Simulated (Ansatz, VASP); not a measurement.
## ZnSe: VASP beside Ansatz

```xyz
2
Lattice="0.0000 2.7711 2.7711 2.7711 0.0000 2.7711 2.7711 2.7711 0.0000" Properties=species:S:1:pos:R:3 pbc="T T T"
Zn    0.0000    0.0000    0.0000
Se    4.1567    4.1567    4.1567
```

Alike in both runs: functional LDA; k mesh 8 × 8 × 8; no spin polarisation.

Ansatz relaxed the structure, and its values are those at the end. VASP's run is a single point on that final structure, the one shown.

|  | VASP | Ansatz |
| --- | --- | --- |
| version | VASP 6.6.1 | Ansatz 0.2.0 |
| potentials or method | VASP PAW LDA potentials, release 64 (Zn, Se) | PAW with Ansatz's default frozen-core files, scalar-relativistic |
| plane-wave cutoff (eV) | 520 | 420 |
| occupations | gaussian, width 0.01 eV | fixed |
| valence electrons in the cell | 18 | 28 |

```csv
,VASP,Ansatz,Ansatz less VASP
gap on the k mesh at the Fermi level (eV),1.35,1.31,-0.041
pressure (GPa),1.4,1.0,-0.39
```

The two sets of potentials don't hold the same shells in valence.
